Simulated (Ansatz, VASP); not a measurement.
GaSb: VASP beside Ansatz

```
Ga Sb
1.0
     0.00000    3.06615    3.06615
     3.06615    0.00000    3.06615
     3.06615    3.06615    0.00000
Ga Sb
1 1
Direct
  0.00000 0.00000 0.00000
  0.75000 0.75000 0.75000
```

Alike in both runs: task single point; functional r2SCAN; k mesh 10 × 10 × 10; occupations gaussian, width 0.05 eV; no spin polarisation.

```csv
,VASP,Ansatz
version,VASP 6.6.1,Ansatz 0.2.0
potentials or method,"VASP PAW PBE potentials, release 64 (Ga_d, Sb)","scalar-relativistic, plane waves, PAW"
plane-wave cutoff (eV),520,500
valence electrons in the cell,18,28
```

Ansatz gave:

* gap on the k mesh at the Fermi level (eV): 0.41
* least direct gap on the mesh (eV): 0.41
* pressure (GPa): 0.0

Problem. Which values does VASP return?

Solution. gap on the k mesh at the Fermi level (eV): 0.40; least direct gap on the mesh (eV): 0.40; pressure (GPa): 0.1.

The two sets of potentials don't hold the same shells in valence.

Caveats: the PAW data sets were made with another functional, which shifts forces and pressure a little (VASP); spin-orbit coupling is left out, which moves the levels of the heavy elements. r2SCAN opens gaps a little over a GGA but as a rule still falls short of measured ones. A k mesh can miss the band edges.
